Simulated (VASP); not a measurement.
# MgO (Fm-3m) in VASP: notebook

Runs on MgO. Level: PBE. Tasks: relaxation of cell and atoms.

Everything below comes from runs of VASP 6.6.1. Logs are shortened: lines on timing, memory, paths and dates and some standing lists are left out, and cuts for length are marked.

## 1. The structure

Symmetry: Fm-3m, No. 225, cubic system. The conventional cell has a = 4.217 Å, b = 4.217 Å, c = 4.217 Å, α = 90.00°, β = 90.00°, γ = 90.00°. Mg (site symmetry m-3m) is surrounded by 6 O at 2.11 Å. O (site symmetry m-3m) is surrounded by 6 Mg at 2.11 Å.

## 2. Relaxation of cell and atoms, PBE

INCAR reads:

```
SYSTEM = MgO
PREC = Accurate ; ENCUT = 520
EDIFF = 1E-7 ; ISMEAR = 0
SIGMA = 0.02 ; LREAL = .False.
LASPH = .True. ; NELM = 60
ALGO = Normal ; ISIF = 3
LWAVE = .False. ; LCHARG = .False.
GGA = PE ; IBRION = 2
NSW = 80 ; EDIFFG = -0.002
AMIX = 0.2
```

KPOINTS reads:

```
regular mesh
0
Gamma
  12 12 12
  0 0 0
```

POSCAR reads:

```
MgO
1.0
    0.0000000000      2.1085000000      2.1085000000
    2.1085000000      0.0000000000      2.1085000000
    2.1085000000      2.1085000000      0.0000000000
Mg O
1 1
Direct
    0.0000000000      0.0000000000      0.0000000000
    0.5000000000      0.5000000000      0.5000000000
```

Potentials or basis: VASP PAW PBE potentials, release 64 (Mg, O).

Run with:

```sh
cat potpaw_PBE.64/Mg/POTCAR potpaw_PBE.64/O/POTCAR > POTCAR
mpirun -np 1 vasp_std > vasp.out
```

OUTCAR:

```text
SYSTEM = MgO
   PREC = Accurate
   ENCUT = 520
   EDIFF = 1E-7
   ISMEAR = 0
   LREAL = .False.
   LASPH = .True.
   NELM = 60
   ISIF = 3
   GGA = PE
   IBRION = 2
   NSW = 80
   EDIFFG = -0.002
   AMIX = 0.2

 ion  position               nearest neighbor table
   1  0.000  0.000  0.000-   2 2.11   2 2.11   2 2.11   2 2.11   2 2.11   2 2.11
   2  0.500  0.500  0.500-   1 2.11   1 2.11   1 2.11   1 2.11   1 2.11   1 2.11

  LATTYP: Found a face centered cubic cell.
 ALAT       =     4.2170000000

  Lattice vectors:

 A1 = (   0.0000000000,   2.1085000000,   2.1085000000)
 A2 = (   2.1085000000,   0.0000000000,   2.1085000000)
 A3 = (   2.1085000000,   2.1085000000,   0.0000000000)

Analysis of symmetry for initial positions (statically):
=====================================================================
 Subroutine PRICEL returns:
 Original cell was already a primitive cell.

 Routine SETGRP: Setting up the symmetry group for a
 face centered cubic supercell.

 Subroutine GETGRP returns: Found 48 space group operations
 (whereof 48 operations were pure point group operations)
 out of a pool of 48 trial point group operations.

The static configuration has the point symmetry O_h .

Analysis of symmetry for dynamics (positions and initial velocities):
=====================================================================
 Subroutine PRICEL returns:
 Original cell was already a primitive cell.

 Routine SETGRP: Setting up the symmetry group for a
 face centered cubic supercell.

 Subroutine GETGRP returns: Found 48 space group operations
 (whereof 48 operations were pure point group operations)
 out of a pool of 48 trial point group operations.

The dynamic configuration has the point symmetry O_h .

 Subroutine INISYM returns: Found 48 space group operations
 (whereof 48 operations are pure point group operations),
 and found     1 'primitive' translations

----------------------------------------------------------------------------------------

                                     Primitive cell

  volume of cell :      18.7478

  direct lattice vectors                    reciprocal lattice vectors
     0.000000000  2.108500000  2.108500000    -0.237135404  0.237135404  0.237135404
     2.108500000  0.000000000  2.108500000     0.237135404 -0.237135404  0.237135404
     2.108500000  2.108500000  0.000000000     0.237135404  0.237135404 -0.237135404

  length of vectors
     2.981869296  2.981869296  2.981869296     0.410730569  0.410730569  0.410730569

  position of ions in fractional coordinates (direct lattice)
[... 100 lines left out ...]
  volume/ion in A,a.u.               =       9.37        63.26
  Fermi-wavevector in a.u.,A,eV,Ry     =   1.232503  2.329092 20.668107  1.519063
  Thomas-Fermi vector in A             =   2.367270
   LORBIT       =      0    0 simple, 1 ext, 2 COOP (PROOUT), +10 PAW based schemes
   GGA     = PE    functional components
   LHFCALC =     F    Hartree Fock is set to
   AEXX    =    0.0000 exact exchange contribution
   IVDW    =     0    specifies the selected vdW correction
   LEPSILON=     F    determine dielectric tensor
   LRPA    =     F    only Hartree local field effects (RPA)
 conjugate gradient relaxation of ions
 non-spin polarized calculation
 Gauss-broadening in eV      SIGMA  =   0.02
  energy-cutoff  :      520.00
  volume of cell :       18.75
 maximum number of plane-waves:       532
 NGX is ok and might be reduce to    24
   NGX = 11   NGY = 11   NGZ = 11

--------------------------------------- Ionic step        1  -------------------------------------------

 number of electron       8.0000005 magnetization

 Free energy of the ion-electron system (eV)
  ---------------------------------------------------
  ext. energy  EPLUGINS =         0.00000000
  ---------------------------------------------------
  free energy    TOTEN  =       -11.90715033 eV

  energy without entropy =      -11.90715033  energy(sigma->0) =      -11.90715033

------------------------ aborting loop because EDIFF is reached ----------------------------------------

  FORCE on cell =-STRESS in cart. coord.  units (eV):
  Direction    XX          YY          ZZ          XY          YZ          ZX
  --------------------------------------------------------------------------------------
  -------------------------------------------------------------------------------------
  Total        0.3957978      0.3957978      0.3957978      0.0000000      0.0000000     -0.0000000
  in kB       33.8246348     33.8246348     33.8246348      0.0000000      0.0000000     -0.0000000
  external PRESSURE =      33.8246348 kB  Pullay stress =       0.0000000 kB
[... 59 lines left out ...]
--------------------------------------- Ionic step        3  -------------------------------------------

 number of electron       8.0000004 magnetization

 Free energy of the ion-electron system (eV)
  ---------------------------------------------------
  ext. energy  EPLUGINS =         0.00000000
  ---------------------------------------------------
  free energy    TOTEN  =       -11.91129282 eV

  energy without entropy =      -11.91129282  energy(sigma->0) =      -11.91129282

 E-fermi :   3.1130     XC(G=0): -10.9625

 val. band max:        3.0045303919   @ k =   0.0000   0.0000   0.0000
 cond. band min:       7.4949643864   @ k =   0.0000   0.0000   0.0000
 fundamental gap:      4.4904339945
 Fermi energy:         3.1130078883

 k-point     1 :       0.0000    0.0000    0.0000
  band No.  band energies     occupation
      1     -14.1345      2.00000
      2       3.0045      2.00000
      3       3.0045      2.00000
      4       3.0045      2.00000
      5       7.4950      0.00000
      6      18.6644      0.00000
      7      18.6644      0.00000
      8      18.6644      0.00000
[... 243 lines left out ...]
 k-point    24 :      -0.4167    0.1667    0.0000
  band No.  band energies     occupation
      1     -12.8284      2.00000
      2      -1.1099      2.00000
      3       1.4731      2.00000
      4       2.2519      2.00000
      5      11.8850      0.00000
      6      15.1092      0.00000
      7      16.9379      0.00000
      8      19.6670      0.00000

 [... further k-points ...]

------------------------ aborting loop because EDIFF is reached ----------------------------------------

  FORCE on cell =-STRESS in cart. coord.  units (eV):
  Direction    XX          YY          ZZ          XY          YZ          ZX
  --------------------------------------------------------------------------------------
  -------------------------------------------------------------------------------------
  Total        0.0011377      0.0011377      0.0011377     -0.0000000      0.0000000     -0.0000000
  in kB        0.0951968      0.0951968      0.0951968     -0.0000000      0.0000000     -0.0000000
  external PRESSURE =       0.0951968 kB  Pullay stress =       0.0000000 kB
[... 17 lines left out ...]
  FREE ENERGIE OF THE ION-ELECTRON SYSTEM (eV)
  ---------------------------------------------------
  free  energy   TOTEN  =       -11.9112928172 eV

  energy  without entropy=      -11.9112928172  energy(sigma->0) =      -11.91129282

 reached required accuracy - stopping structural energy minimisation
```

OSZICAR:

```text
N       E                     dE             d eps       ncg     rms          rms(c)
DAV:   1     0.112135669493E+02    0.11214E+02   -0.49299E+03  1376   0.889E+02
[... 25 lines left out ...]
DAV:   1    -0.119142900290E+02   -0.34882E-02   -0.64697E-02  1152   0.260E+00    0.413E-01
DAV:   2    -0.119119884344E+02    0.23016E-02   -0.54672E-03  1152   0.558E-01    0.211E-01
DAV:   3    -0.119113199936E+02    0.66844E-03   -0.46433E-03  1160   0.496E-01    0.333E-02
DAV:   4    -0.119112955756E+02    0.24418E-04   -0.53280E-05  1176   0.651E-02    0.162E-02
DAV:   5    -0.119112925849E+02    0.29907E-05   -0.11258E-05  1264   0.253E-02    0.215E-03
DAV:   6    -0.119112927876E+02   -0.20267E-06   -0.17323E-07  1024   0.433E-03    0.144E-03
DAV:   7    -0.119112928172E+02   -0.29609E-07   -0.33005E-08   608   0.136E-03
   3 F= -.11911293E+02 E0= -.11911293E+02  d E =-.414249E-02
```

Wall time 27 s (1 thread of AMD EPYC 7R13 (Zen 3), shared host); peak memory 0.12 GiB.

What came out:

- Free energy: -11.9113 eV
- Relaxed volume: 9.57 Å³/atom
- Relaxed cell: a = 3.003 Å, b = 3.003 Å, c = 3.003 Å, α = 60.00°, β = 60.00°, γ = 60.00°
- Space group after relaxing (to 0.05 Å): Fm-3m (No. 225)
- Energy gained by relaxing: 2.1 meV/atom
- Ionic steps: 3
- Pressure after relaxing: 0.0 GPa
- Band gap on the k mesh: 4.49 eV, direct

The path:
```tsv
step	energy change (eV)	largest force (eV/Å)	pressure (GPa)	volume (Å³)
1	0.0000	0.0000	3.38	18.75
2	-0.0037	0.0000	-1.11	19.29
3	-0.0041	0.0000	0.01	19.15
```

Final structure:
```cif
data_structure
_symmetry_space_group_name_H-M 'P 1'
_symmetry_Int_Tables_number 1
_cell_length_a 3.0029
_cell_length_b 3.0029
_cell_length_c 3.0029
_cell_angle_alpha 60.000
_cell_angle_beta 60.000
_cell_angle_gamma 60.000
_cell_volume 19.15
loop_
_atom_site_label
_atom_site_type_symbol
_atom_site_fract_x
_atom_site_fract_y
_atom_site_fract_z
_atom_site_occupancy
Mg1 Mg 0.00000 0.00000 0.00000 1
O1 O 0.50000 0.50000 0.50000 1
```

## 3. Relaxation of cell and atoms, PBE

This run uses another cell than the first one, of 9.57 Å³/atom, 1.021 times its volume.

INCAR is that of step 2.

KPOINTS is that of step 2.

POSCAR reads:

```
MgO                                     
1.0
    0.0000000000      2.1233940885      2.1233940885
    2.1233940885      0.0000000000      2.1233940885
    2.1233940885      2.1233940885     -0.0000000000
  Mg              O             
     1     1
Direct
     0.0000000000000000    0.0000000000000000    0.0000000000000000
     0.5000000000000000    0.5000000000000000    0.5000000000000000
```

Potentials or basis: VASP PAW PBE potentials, release 64 (Mg, O).

Run with:

```sh
cat potpaw_PBE.64/Mg/POTCAR potpaw_PBE.64/O/POTCAR > POTCAR
mpirun -np 1 vasp_std > vasp.out
```

It took 12 s on 1 thread of AMD EPYC 7R13 (Zen 3), shared host; peak memory 0.11 GiB.

Results (log left out):

| Quantity | Value |
| --- | --- |
| Free energy | -11.9118 eV |
| Pressure after relaxing | 0.0 GPa |
| Band gap on the k mesh | 4.49 eV, direct |

Final structure:
```xyz
2
Lattice="0.0000 2.1234 2.1234 2.1234 0.0000 2.1234 2.1234 2.1234 0.0000" Properties=species:S:1:pos:R:3 pbc="T T T"
Mg    0.0000    0.0000    0.0000
O     2.1234    2.1234    2.1234
```

Levels at points of the mesh, in eV from the valence-band top:
```
           k point  band 1  band 2  band 3  band 4  band 5  band 6  band 7  band 8
(0.00, 0.00, 0.00)  -17.14    0.00    0.00    0.00    4.49   15.66   15.66   15.66
(0.50, 0.00, 0.00)  -15.92   -4.51   -0.63   -0.63    7.74   12.33   16.06   16.06
(0.50, 0.50, 0.00)  -15.67   -3.98   -1.31   -1.31    9.09    9.70   12.84   18.60
```

Caveat: the relaxation stopped at its first step, so nothing moved. A hybrid or GW would open this gap; PBE tends to underestimate it.
